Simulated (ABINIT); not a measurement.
# PbSe (Clausthalite): equation of state with LDA

PbSe (Clausthalite):

```
CELL_PARAMETERS angstrom
0.00000 3.06065 3.06065
3.06065 0.00000 3.06065
3.06065 3.06065 0.00000
ATOMIC_POSITIONS crystal
Pb 0.00000 0.00000 0.00000
Se 0.50000 0.50000 0.50000
```

- Program: ABINIT 10.8.3 (patched build)
- Task: equation of state
- Functional: LDA
- Potentials or basis: JTH PAW LDA v2.0
- Cutoff: 463 eV
- k mesh: 8 × 8 × 8
- Occupations: fermi-dirac, width 0.05 eV
- Spin: no spin polarisation
- Fine-grid cutoff: 925.187 eV

The equilibrium volume is 27.54 Å³/atom, the bulk modulus is 58 GPa and the pressure derivative of the bulk modulus is 4.5 (rough: it moves with the points fitted).

Energy against volume, from the lowest point:
| volume (Å³/atom) | energy (meV/atom) |
| --- | --- |
| 26.951 | 2.24 |
| 27.524 | 0.00 |
| 28.097 | 1.67 |
| 28.671 | 7.65 |
| 29.244 | 16.89 |
| 29.818 | 29.09 |
| 30.391 | 44.16 |

Run time: 81 s on 1 thread of Arm Neoverse V2 (shared host), peak memory 0.13 GiB.

The cell as given is a measured one (28.67 Å³/atom); LDA puts the equilibrium volume -3.9 % from it, thermal expansion not counted.

Caveat: the cutoff is too short for stress, so the log's stress isn't used; pressures at fixed basis lie under the slope of the energies. Spin-orbit coupling is left out, which matters for the levels of Pb.
